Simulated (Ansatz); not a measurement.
WS2: course of a relaxation

Theory: Ansatz, DFT PBE, scalar-relativistic, plane waves, PAW. Settings: 420 eV cutoff, 12×12×2 k-mesh, Gaussian smearing of 0.02 eV, no spin polarisation.

What was changed: uniaxial strain along a, with b, c and atoms relaxed: +2.0 %.

Spin–orbit coupling is left out, which can shift energies with elements as heavy as these.

Command:

```bash
ansatz run input.yaml --threads 1 --pin off --max-ram 2560MiB --backend cpu --events-out ev --progress --plain --runs-dir out
```

Input:

```yaml
crystal:
  lattice:
    - [3.2515306594, 0.0, 0.0]
    - [-1.6257653297, 2.7468907956, 0.0]
    - [0.0, 0.0, 14.7969295512]
  atoms:
    - { symbol: W, position: [0.3333333333, 0.6666666667, 0.25] }
    - { symbol: W, position: [0.6666666667, 0.3333333333, 0.75] }
    - { symbol: S, position: [0.3333333333, 0.6666666667, 0.644354158] }
    - { symbol: S, position: [0.6666666667, 0.3333333333, 0.144354158] }
    - { symbol: S, position: [0.3333333333, 0.6666666667, 0.855645842] }
    - { symbol: S, position: [0.6666666667, 0.3333333333, 0.355645842] }
basis:
  ecutwfc: 420
kpoints:
  mp_grid: { grid: [12, 12, 2] }
hamiltonian:
  xc: pbe
scf:
  occupations: { method: gaussian, width: 0.02 }
output:
  forces: true
  stress: true
  eigenvalues: true
  write_density: true
  write_potential: true
  elf: true
  volumetric_format: npy
relax:
  adjacent_minimum: "off"
  f_tol: 0.008
  max_steps: 40
  cell: { stress_tol: 0.015, fix: [a, angles] }
```

F is the free energy. Steps run on the plane waves of an earlier cell, but the last one, and at times one on the way, on a freshly chosen basis, so a repeated geometry can differ a little in energy. The held parts of the cell keep their stress, so P needn't end at zero.

Steps:

```
step F − F(1) (eV) largest force component (eV/Å) V (Å³/atom) P (GPa)
   1         0.0000                           0.165       22.027    -1.13
   2        -0.0013                           0.028       22.020    -1.05
   3        -0.0013                           0.004       22.050    -1.16
   4        -0.0013                           0.001       22.040    -1.14
   5        -0.0013                           0.001       22.040    -1.14
```

Relaxed structure:

```cif
data_structure
_symmetry_space_group_name_H-M 'P 1'
_symmetry_Int_Tables_number 1
_cell_length_a 3.2515
_cell_length_b 3.1934
_cell_length_c 14.7990
_cell_angle_alpha 90.000
_cell_angle_beta 90.000
_cell_angle_gamma 120.619
_cell_volume 132.24
loop_
_atom_site_label
_atom_site_type_symbol
_atom_site_fract_x
_atom_site_fract_y
_atom_site_fract_z
_atom_site_occupancy
W1 W 0.33247 0.66491 0.25000 1
W2 W 0.66753 0.33509 0.75000 1
S1 S 0.33280 0.66558 0.64442 1
S2 S 0.66720 0.33442 0.14442 1
S3 S 0.33280 0.66558 0.85558 1
S4 S 0.66720 0.33442 0.35558 1
```

Symmetry: Cmcm, No. 63, orthorhombic system. The conventional cell has a = 3.252 Å, b = 5.496 Å, c = 14.799 Å, α = 90.00°, β = 90.00°, γ = 90.00°. Around W (site symmetry m2m) lie 6 S at 2.41 to 2.43 Å. S (site symmetry m) has 3 W at 2.41 to 2.43 Å as nearest neighbours.

The run converged. Time: 5.5 min on 1 thread of AMD EPYC (Zen 3), on a shared host, peak memory 0.74 GiB.